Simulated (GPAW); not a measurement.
Wanted: an ASE script for a GPAW 26.7.0 run.

| Property | Result |
| --- | --- |
| Task | relaxation of cell and atoms |
| Functional | PBE |
| Dispersion | D3(BJ) |
| Potentials or basis | GPAW PAW data sets (gpaw-data 1.2.1) |
| Cutoff | 600 eV |
| Basis | pw |
| k mesh | 9 × 9 × 9 |
| Occupations | fermi-dirac, width 0.05 eV |
| Spin | no spin polarisation |
| Target pressure | 2 GPa |
| Maxiter | 150 |
| Optimizer | BFGS |
| Fmax | 0.02 eV/Å |
| Max steps | 40 |
| Target pressure | 2 GPa |
| Convergence | density=1e-05 forces=0.0001 |

The system is ZnS.

```
CELL_PARAMETERS angstrom
0.00000 2.70200 2.70200
2.70200 0.00000 2.70200
2.70200 2.70200 0.00000
ATOMIC_POSITIONS crystal
Zn 0.75000 0.75000 0.75000
S 0.00000 0.00000 0.00000
```

The input as run:

run.py

```python
from ase import Atoms
from ase.calculators.mixing import SumCalculator
from ase.filters import FrechetCellFilter
from ase.io import write
from ase.optimize import BFGS
from ase.units import GPa
from dftd3.ase import DFTD3
from gpaw import GPAW, PW

atoms = Atoms(['Zn', 'S'],
              cell=[[0.0, 2.702, 2.702],
                    [2.702, 0.0, 2.702],
                    [2.702, 2.702, 0.0]],
              scaled_positions=[[0.75, 0.75, 0.75],
                                [0.0, 0.0, 0.0]],
              pbc=True)

calc = GPAW(mode=PW(600),
            xc='PBE',
            kpts={'size': (9, 9, 9), 'gamma': True},
            occupations={'name': 'fermi-dirac', 'width': 0.05},
            nbands=18,
            convergence={'density': 1e-05, 'forces': 0.0001},
            maxiter=150,
            txt='gpaw.txt')
atoms.calc = SumCalculator([calc, DFTD3(method='pbe', damping='d3bj')])
opt = BFGS(FrechetCellFilter(atoms, scalar_pressure=2 * GPa), trajectory='relax.traj', logfile='-')
done = opt.run(fmax=0.02, steps=40)
calc.write('gs.gpw')
write('result.traj', atoms)
print('Converged:', done)
print('Cell:', atoms.cell.cellpar().round(4))
print('Volume:', round(atoms.get_volume(), 4))
print(atoms.get_scaled_positions().round(5))
```

Potentials or basis: GPAW PAW data sets (gpaw-data 1.2.1), pw.

Launch:

```sh
$ OMP_NUM_THREADS=1 python run.py
```

Results of the run:

| Quantity | Value |
| --- | --- |
| Relaxed volume | 18.93 Å³/atom |
| Relaxed cell | a = 3.769 Å, b = 3.769 Å, c = 3.769 Å, α = 60.00°, β = 60.00°, γ = 60.00° |
| Space group after relaxing (to 0.05 Å) | F-43m (No. 216) |
| Energy change on relaxing (the enthalpy is what falls) | +2.5 meV/atom |
| Ionic steps | 3 |
| Pressure after relaxing | 2.1 GPa |
| Band gap on the k mesh | 2.28 eV, direct |
| Dispersion energy per atom | -0.322 eV |

Caveat: later steps reuse the first step's grids.

Wall time 43 s on 1 thread of Arm Neoverse V2, on a shared host, peak memory 0.19 GiB.
